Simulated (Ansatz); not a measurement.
**MgO: a trigonal deformation path**

The task here is to estimate one member of a computed series from the others.

The COD cell was measured well above room temperature, so it is larger than a cold one.

Computed with Ansatz 0.2.0 (DFT r2SCAN, scalar-relativistic, plane waves, PAW, unless a step's input says otherwise).

**The starting structure**

The structure is cubic, space group Fm-3m (No. 225). Conventional cell: a = 4.270 Å, b = 4.270 Å, c = 4.270 Å, α = 90.00°, β = 90.00°, γ = 90.00°. Mg (site symmetry m-3m) is surrounded by 6 O at 2.14 Å. O (site symmetry m-3m) has 6 Mg at 2.14 Å as nearest neighbours.

Structure file:

```
Mg O
1.0
     0.00000    2.13515    2.13515
     2.13515    0.00000    2.13515
     2.13515    2.13515    0.00000
Mg O
1 1
Direct
  0.00000 0.00000 0.00000
  0.50000 0.50000 0.50000
```

The cell is taken as given, not relaxed at this level.

**The reference cell**

Reference values: F = -2498.3147 eV; pressure -7.07 GPa; largest force 0.000 eV/Å; gap on the mesh 5.22 eV. It was computed beforehand with the settings of the runs below.

Set-up of the first run:

At fixed volume and fractional coordinates, lengths along (0.577, 0.577, 0.577) are scaled against those across it; ρ is that ratio over its starting value.

Input file input.yaml:

```yaml
crystal:
  lattice:
    - [-0.8967068099, 1.7934136198, 1.7934136198]
    - [1.7934136198, -0.8967068099, 1.7934136198]
    - [1.7934136198, 1.7934136198, -0.8967068099]
  atoms:
    - { symbol: Mg, position: [0.0, 0.0, 0.0] }
    - { symbol: O, position: [0.5, 0.5, 0.5] }
basis:
  ecutwfc: 500
kpoints:
  mp_grid: { grid: [10, 10, 10] }
hamiltonian:
  xc: r2scan
scf:
  occupations: { method: gaussian, width: 0.05 }
output:
  forces: true
  stress: true
  eigenvalues: true
```

The run is started by

```
$ ansatz run input.yaml --threads 1 --pin off --max-ram 2560MiB --backend cpu --events-out ev --progress --plain --runs-dir out
```

Steps of the session up to this table: At ρ = 0.500; At ρ = 2.000; At ρ = 0.710; ρ = 1.410; Point ρ = 0.600; Point ρ = 0.850; ρ = 1.200; At ρ = 1.700; ρ = 0.930; Point ρ = 1.080.

One of the session's tables, all rows but one given; the rest of the session is left out.

Collected from the runs (energy zero: the undisturbed cell):

| ρ | ΔE (meV/atom) | pressure (GPa) | gap on the mesh (eV) |
| --- | --- | --- | --- |
| 0.500 | 824.3 | -10.2 | 2.80 |
| 0.600 | 720.2 | -8.8 | 3.16 |
| 0.710 | 454.0 | -7.3 | 3.48 |
| 0.850 | 133.3 | -6.9 | 4.28 |
| 0.930 | 29.5 | -7.0 | 4.82 |
| 1.000 | 0.0 | -7.1 | 5.22 |
| 1.080 | 38.2 | -7.0 | 4.89 |
| 1.200 | ? | ? | ? |
| 1.410 | 916.8 | -2.5 | 0.97 |
| 1.700 | 2279.8 | 11.9 | 0.00 |
| 2.000 | 3517.4 | 29.8 | 0.00 |

Estimate the missing values for ρ = 1.200.

Worked estimate for «ΔE (meV/atom)». A straight line through the neighbours (1.080, 38.2) and (1.410, 916.8) gives 38.2 + (916.8 − 38.2) × (1.200 − 1.080) / (1.410 − 1.080) = 357.7; a parabola fitted to 4 rows on both sides gives 281.4.

As computed: ΔE (meV/atom): 233.1; pressure (GPa): -6.3; gap on the mesh (eV): 3.86. In «ΔE (meV/atom)» the line misses by +124.6 and the parabola by +48.3.

Where the gap reads zero, the mesh chosen for the insulator is on the coarse side.

Limits of these values: The final runs have no spin polarisation, so no magnetic state was tried and one may lie lower.
